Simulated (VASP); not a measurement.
# SiO2 (Cristobalite) (P4_12_12) in VASP: further runs

The runs below take SiO2 (Cristobalite) through single point, with LDA.

Everything below comes from runs of VASP 6.6.1. Logs are shortened: lines on timing, memory, paths and dates and some standing lists are left out, and cuts for length are marked.

## 1. The crystal as given

The structure is tetragonal, space group P4_12_12 (No. 92). Conventional cell: a = 4.982 Å, b = 4.982 Å, c = 6.963 Å, α = 90.00°, β = 90.00°, γ = 90.00°. Si (site symmetry 2) has 4 O at 1.60 to 1.61 Å as nearest neighbours. O (site symmetry 1) has 2 Si at 1.60 to 1.61 Å as nearest neighbours.

## 2. Single point, LDA

The input, INCAR:

```
ADDGRID = F
ALGO = Normal
EDIFF = 1E-7
ENCUT = 520
ISIF = 2
ISMEAR = 0
LASPH = T
LCHARG = F
LREAL = F
LWAVE = F
NELM = 100
PREC = Low
SIGMA = 0.05
```

The input, KPOINTS:

```
k-points
0
Gamma
  6 6 4
```

The input, POSCAR:

```
SiO2
1.0
    4.9820000000      0.0000000000      0.0000000000
    0.0000000000      4.9820000000      0.0000000000
    0.0000000000      0.0000000000      6.9630000000
Si O
4 8
Direct
    0.7989700000      0.2010300000      0.7500000000
    0.7010300000      0.7010300000      0.5000000000
    0.2010300000      0.7989700000      0.2500000000
    0.2989700000      0.2989700000      0.0000000000
    0.1034700000      0.2398900000      0.8218700000
    0.2601100000      0.6034700000      0.0718700000
    0.8965300000      0.7601100000      0.3218700000
    0.7398900000      0.3965300000      0.5718700000
    0.6034700000      0.2601100000      0.9281300000
    0.7601100000      0.8965300000      0.6781300000
    0.3965300000      0.7398900000      0.4281300000
    0.2398900000      0.1034700000      0.1781300000
```

Potentials or basis: VASP PAW LDA potentials, release 64 (Si, O).

Launch:

```
$ cat potpaw_LDA.64/Si/POTCAR potpaw_LDA.64/O/POTCAR > POTCAR
$ mpirun -np 1 vasp_std > vasp.out
```

OUTCAR:

```text
EDIFF = 1E-7
   ENCUT = 520
   ISIF = 2
   ISMEAR = 0
   LASPH = T
   LREAL = F
   NELM = 100
   PREC = Low

 Found     30 irreducible k-points:

 Following reciprocal coordinates:
            Coordinates               Weight
  0.000000  0.000000  0.000000      1.000000
  0.166667  0.000000  0.000000      4.000000
  0.333333  0.000000  0.000000      4.000000
  0.500000  0.000000  0.000000      2.000000
  0.166667  0.166667  0.000000      4.000000
  0.333333  0.166667  0.000000      8.000000
   k-points           NKPTS =     30   k-points in BZ     NKDIM =     30   number of bands    NBANDS=     39
   number of dos      NEDOS =    301   number of ions     NIONS =     12
   total plane-waves  NPLWV =  31360
   dimension x,y,z NGX =    28 NGY =   28 NGZ =   40
   dimension x,y,z NGXF=    30 NGYF=   30 NGZF=   42
   ions per type =               4   8
   NGX,Y,Z   is equivalent  to a cutoff of   9.34,  9.34,  9.55 a.u.
   NGXF,Y,Z  is equivalent  to a cutoff of  10.01, 10.01, 10.03 a.u.
 SYSTEM =  unknown system
   PREC   = low       normal or accurate (medium, high low for compatibility)
   ISTART =      0    job   : 0-new  1-cont  2-samecut
   ICHARG =      2    charge: 1-file 2-atom 10-const
   ISPIN  =      1    spin polarized calculation?
   LNONCOLLINEAR =      F non collinear calculations
   LSORBIT =      F    spin-orbit coupling
   LASPH  =      T    aspherical Exc in radial PAW
   ENCUT  =  520.0 eV  38.22 Ry    6.18 a.u.   9.26  9.26 12.95*2*pi/ulx,y,z
   NELM   =    100;   NELMIN=  2; NELMDL= -5     # of ELM steps
   EDIFF  = 0.1E-06   stopping-criterion for ELM
   LREAL  =      F    real-space projection
   EDIFFG = 0.1E-05   stopping-criterion for IOM
   NSW    =      0    number of steps for IOM
   IBRION =     -1    ionic relax: 0-MD 1-quasi-New 2-CG
   NFREE  =      0    steps in history (QN), initial steepest desc. (CG)
   ISIF   =      2    stress and relaxation
   ISYM   =      2    0-nonsym 1-usesym 2-fastsym
   POTIM  = 0.5000    time-step for ionic-motion
   TEBEG  =    0.0;   TEEND  =   0.0 temperature during run
   PSTRESS=    0.0 pullay stress
   NELECT =      64.0000    total number of electrons
   NUPDOWN=      -1.0000    fix difference up-down
   EMIN   =  10.00;   EMAX   =-10.00  energy-range for DOS
   EFERMI =   0.00;   METHOD = LEGACY
   ISMEAR =     0;   SIGMA  =   0.05  broadening in eV -4-tet -1-fermi 0-gaus
   EFERMI_NEDOS =   21; number of points for ismear=-14 and -15
   IALGO  =     38    algorithm
   IMIX   =      4    mixing-type and parameters
     AMIX     =   0.40;   BMIX     =  1.00
     AMIX_MAG =   1.60;   BMIX_MAG =  1.00
  volume/ion in A,a.u.               =      14.40        97.19
  Fermi-wavevector in a.u.,A,eV,Ry     =   1.175620  2.221599 18.804365  1.382082
  Thomas-Fermi vector in A             =   2.311997
   LORBIT       =      0    0 simple, 1 ext, 2 COOP (PROOUT), +10 PAW based schemes
   GGA     = CA    functional components
   LHFCALC =     F    Hartree Fock is set to
   AEXX    =    0.0000 exact exchange contribution
   IVDW    =     0    specifies the selected vdW correction
   LEPSILON=     F    determine dielectric tensor
   LRPA    =     F    only Hartree local field effects (RPA)
 non-spin polarized calculation
 Gauss-broadening in eV      SIGMA  =   0.05
  energy-cutoff  :      520.00
  volume of cell :      172.82
 maximum number of plane-waves:      4690
   NGX = 19   NGY = 19   NGZ = 25

 number of electron      64.0002942 magnetization

 Free energy of the ion-electron system (eV)
  ---------------------------------------------------
  ext. energy  EPLUGINS =         0.00000000
  ---------------------------------------------------
  free energy    TOTEN  =      -103.76239836 eV

  energy without entropy =     -103.76239836  energy(sigma->0) =     -103.76239836

 E-fermi :   0.1360     XC(G=0):  -8.9508

 val. band max:       -0.1636808027   @ k =   0.0000   0.0000   0.0000
 cond. band min:       5.3540737681   @ k =   0.0000   0.0000   0.0000
 fundamental gap:      5.5177545707
 Fermi energy:         0.1360371913

 k-point     1 :       0.0000    0.0000    0.0000
  band No.  band energies     occupation
      1     -19.4258      2.00000
      2     -18.4938      2.00000
      3     -18.4938      2.00000
      4     -17.2692      2.00000
      5     -17.2171      2.00000
      6     -17.2143      2.00000
[... 31 lines left out ...]
     38       9.2442      0.00000
     39       9.5675      0.00000

 k-point     2 :       0.1667    0.0000    0.0000
  band No.  band energies     occupation
      1     -19.3663      2.00000
      2     -18.5550      2.00000
      3     -18.4222      2.00000
      4     -17.3081      2.00000
      5     -17.2730      2.00000
      6     -17.2332      2.00000
[... 31 lines left out ...]
     38       9.3598      0.00000
     39       9.6153      0.00000

 k-point     3 :       0.3333    0.0000    0.0000
  band No.  band energies     occupation
      1     -19.2002      2.00000
      2     -18.7274      2.00000
      3     -18.2180      2.00000
      4     -17.5808      2.00000
      5     -17.2810      2.00000
      6     -17.2659      2.00000
[... 31 lines left out ...]
     38       9.1608      0.00000
     39       9.5733      0.00000

 k-point     4 :       0.5000    0.0000    0.0000
  band No.  band energies     occupation
      1     -18.9663      2.00000
      2     -18.9660      2.00000
      3     -17.9167      2.00000
      4     -17.9156      2.00000
      5     -17.2831      2.00000
      6     -17.2823      2.00000
[... 31 lines left out ...]
     38       9.3776      0.00000
     39       9.5776      0.00000

 k-point     5 :       0.1667    0.1667    0.0000
  band No.  band energies     occupation
      1     -19.3061      2.00000
      2     -18.4859      2.00000
      3     -18.4822      2.00000
      4     -17.3972      2.00000
      5     -17.2765      2.00000
      6     -17.2329      2.00000
[... 31 lines left out ...]
     38       9.2826      0.00000
     39       9.6094      0.00000

 k-point     6 :       0.3333    0.1667    0.0000
  band No.  band energies     occupation
      1     -19.1383      2.00000
      2     -18.6591      2.00000
      3     -18.2825      2.00000
      4     -17.6570      2.00000
      5     -17.2833      2.00000
      6     -17.2660      2.00000
[... 31 lines left out ...]
     38       9.2707      0.00000
     39       9.6194      0.00000

 [... further k-points ...]
[... 5 lines left out ...]
  --------------------------------------------------------------------------------------
  -------------------------------------------------------------------------------------
  Total        0.4844633      0.4844633      1.0070313      0.0000000      0.0000000      0.0000000
  in kB        4.4912544      4.4912544      9.3357608      0.0000000      0.0000000      0.0000000
  external PRESSURE =       6.1060898 kB  Pullay stress =       0.0000000 kB

 VOLUME and BASIS-vectors are now :
 -----------------------------------------------------------------------------
  energy-cutoff  :      520.00
  volume of cell :      172.82
      direct lattice vectors                 reciprocal lattice vectors
     4.982000000  0.000000000  0.000000000     0.200722601  0.000000000  0.000000000
     0.000000000  4.982000000  0.000000000     0.000000000  0.200722601  0.000000000
     0.000000000  0.000000000  6.963000000     0.000000000  0.000000000  0.143616257

 POSITION                                       TOTAL-FORCE (eV/Angst)
 -----------------------------------------------------------------------------------
      3.98047      1.00153      5.22225         0.129027     -0.129027      0.000000
      3.49253      3.49253      3.48150        -0.129027     -0.129027      0.000000
      1.00153      3.98047      1.74075        -0.129027      0.129027      0.000000
      1.48947      1.48947      0.00000         0.129027      0.129027      0.000000
      0.51549      1.19513      5.72268        -0.096723     -0.064010     -0.113925
      1.29587      3.00649      0.50043         0.064010     -0.096723     -0.113925
      4.46651      3.78687      2.24118         0.096723      0.064010     -0.113925
      3.68613      1.97551      3.98193        -0.064010      0.096723     -0.113925
      3.00649      1.29587      6.46257        -0.096723      0.064010      0.113925
      3.78687      4.46651      4.72182         0.064010      0.096723      0.113925
      1.97551      3.68613      2.98107         0.096723     -0.064010      0.113925
      1.19513      0.51549      1.24032        -0.064010     -0.096723      0.113925
 -----------------------------------------------------------------------------------
    total drift:                               -0.000175      0.000175     -0.000000

  FREE ENERGIE OF THE ION-ELECTRON SYSTEM (eV)
  ---------------------------------------------------
  free  energy   TOTEN  =      -103.7623983613 eV

  energy  without entropy=     -103.7623983613  energy(sigma->0) =     -103.76239836
```

Run time: 99 s. Hardware: 1 thread of Intel Xeon Platinum 8488C (Sapphire Rapids), shared host; peak memory 0.22 GiB.

These settings aren't checked as converged: the numbers below hold their error.

Results:

```
Free energy            : -103.7624 eV
Pressure               : 0.6 GPa
Largest force          : 0.182 eV/Å
Band gap on the k mesh : 5.52 eV, direct
```

## 3. Single point, LDA

INCAR: that of step 2 with these lines changed.

```diff
@@ -8,6 +8,6 @@
 LCHARG = F
-LREAL = F
+LREAL = Auto
 LWAVE = F
 NELM = 100
-PREC = Low
+PREC = Accurate
 SIGMA = 0.05
```

KPOINTS is that of step 2.

POSCAR is that of step 2.

Potentials or basis: VASP PAW LDA potentials, release 64 (Si, O).

Launch:

```
$ cat potpaw_LDA.64/Si/POTCAR potpaw_LDA.64/O/POTCAR > POTCAR
$ mpirun -np 1 vasp_std > vasp.out
```

It took 3.7 min on 1 thread of Intel Xeon Platinum 8488C (Sapphire Rapids), shared host; peak memory 0.28 GiB.

The run converged, but some of its settings lie outside the range that counts as converged, so its numbers aren't taken as properties of the crystal.

What came out:

```yaml
Free_energy: -103.7537 eV
Pressure: 0.6 GPa
Largest_force: 0.186 eV/Å
Band_gap_on_the_k_mesh: 5.52 eV, direct
```

## 4. Single point, LDA

The input, INCAR:

```
ADDGRID = F
ALGO = Normal
EDIFF = 1E-7
ENCUT = 460
ISIF = 2
ISMEAR = 0
LASPH = T
LCHARG = F
LREAL = F
LWAVE = F
NELM = 100
PREC = Accurate
SIGMA = 0.05
```

The input, KPOINTS:

```
k-points
0
Gamma
  7 7 5
```

POSCAR is that of step 3.

Potentials or basis: VASP PAW LDA potentials, release 64 (Si, O).

Launch:

```
$ cat potpaw_LDA.64/Si/POTCAR potpaw_LDA.64/O/POTCAR > POTCAR
$ mpirun -np 1 vasp_std > vasp.out
```

OUTCAR:

```text
EDIFF = 1E-7
   ENCUT = 460
   ISIF = 2
   ISMEAR = 0
   LASPH = T
   LREAL = F
   NELM = 100
   PREC = Accurate

 Found     30 irreducible k-points:

 Following reciprocal coordinates:
            Coordinates               Weight
  0.000000  0.000000  0.000000      1.000000
  0.142857  0.000000  0.000000      4.000000
  0.285714  0.000000  0.000000      4.000000
  0.428571  0.000000  0.000000      4.000000
  0.142857  0.142857  0.000000      4.000000
[... 338 lines left out ...]
  external PRESSURE =       0.5408316 kB  Pullay stress =       0.0000000 kB

 VOLUME and BASIS-vectors are now :
 -----------------------------------------------------------------------------
  energy-cutoff  :      460.00
  volume of cell :      172.82
      direct lattice vectors                 reciprocal lattice vectors
     4.982000000  0.000000000  0.000000000     0.200722601  0.000000000  0.000000000
     0.000000000  4.982000000  0.000000000     0.000000000  0.200722601  0.000000000
     0.000000000  0.000000000  6.963000000     0.000000000  0.000000000  0.143616257

 POSITION                                       TOTAL-FORCE (eV/Angst)
 -----------------------------------------------------------------------------------
      3.98047      1.00153      5.22225         0.128597     -0.128597     -0.000000
      3.49253      3.49253      3.48150        -0.128597     -0.128597     -0.000000
      1.00153      3.98047      1.74075        -0.128597      0.128597     -0.000000
      1.48947      1.48947      0.00000         0.128597      0.128597     -0.000000
      0.51549      1.19513      5.72268        -0.087135     -0.044267     -0.115521
      1.29587      3.00649      0.50043         0.044267     -0.087135     -0.115521
      4.46651      3.78687      2.24118         0.087135      0.044267     -0.115521
      3.68613      1.97551      3.98193        -0.044267      0.087135     -0.115521
      3.00649      1.29587      6.46257        -0.087135      0.044267      0.115521
      3.78687      4.46651      4.72182         0.044267      0.087135      0.115521
      1.97551      3.68613      2.98107         0.087135     -0.044267      0.115521
      1.19513      0.51549      1.24032        -0.044267     -0.087135      0.115521
 -----------------------------------------------------------------------------------
    total drift:                               -0.000000      0.000000     -0.000000

  FREE ENERGIE OF THE ION-ELECTRON SYSTEM (eV)
  ---------------------------------------------------
  free  energy   TOTEN  =      -103.7775613251 eV

  energy  without entropy=     -103.7775613251  energy(sigma->0) =     -103.77756133
```

Run time: 1.9 min. Hardware: 1 thread of Intel Xeon Platinum 8488C (Sapphire Rapids), shared host; peak memory 0.25 GiB.

These settings aren't checked as converged: the numbers below hold their error.

Results:

```
Free energy            : -103.7776 eV
Pressure               : 0.1 GPa
Largest force          : 0.182 eV/Å
Band gap on the k mesh : 5.52 eV, direct
```

Caveat: the cutoff is under 1.25 times the usual one of these potentials, so pressure, stress and relaxed cells hold a basis-set (Pulay) error; an odd mesh through Γ misses points on the zone boundary, where band edges often lie.

## 5. The reference run

An earlier run on the cell as given: functional PBE; potentials or basis VASP PAW PBE potentials, release 64 (Si, O); cutoff 520 eV; k mesh 6 × 6 × 4; occupations fermi-dirac, width 0.05 eV; no spin polarisation.

* Pressure: 6.4 GPa
* Largest force: 0.405 eV/Å
* Band gap on the k mesh: 5.76 eV, direct
